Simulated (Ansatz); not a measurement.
Zr, DFT, PBEsol, all-electron LAPW, scalar-relativistic (Ansatz 0.2.0), run on 1 thread of Intel(R) Xeon(R) 6975P-C (Granite Rapids) on a shared host.

The cell comes from COD entry 9008559, which wasn't checked; take it as a given geometry. The listed cell was then made from it by scaling, straining or moving an atom.

Command: `ansatz run input.yaml --threads 1 --pin off --max-ram 3072MiB --backend cpu --events-out ev --progress --plain --runs-dir out`

```yaml
crystal:
  lattice:
    - [-1.8643, 1.81, 1.81]
    - [1.81, -1.8643, 1.81]
    - [1.81, 1.81, -1.8643]
  atoms:
    - { symbol: Zr, position: [0.0, 0.0, 0.0] }
kpoints:
  mp_grid: { grid: [14, 14, 14] }
  band_path:
    path:
      - [0.0, 0.0, 0.0]
      - [0.0, 0.0, 0.5]
      - [-0.5, 0.5, 0.5]
      - [-0.7572253634, 0.2427746366, 0.2427746366]
      - [0.2427746366, 0.2427746366, 0.2427746366]
      - [0.0, 0.0, 0.0]
      - [-0.5, 0.0, 0.5]
    npoints: 5
scf:
  occupations: { method: fermi_dirac, width: 0.08 }
hamiltonian:
  xc: pbesol
  pseudopotentials: { kind: all_electron, lapw: { basis_error: 0.0005 } }
output:
  forces: true
  stress: true
  eigenvalues: true
```

Problem. How large is the problem that the program sets up?

Solution. 288 irreducible k-points, 153 plane waves at Γ, 18 bands.

Problem. Estimate the wall time and the peak memory.

Solution. 13 s of wall time for 7 SCF iterations, with a peak of 0.47 GiB. Times on shared machines scatter by tens of per cent.
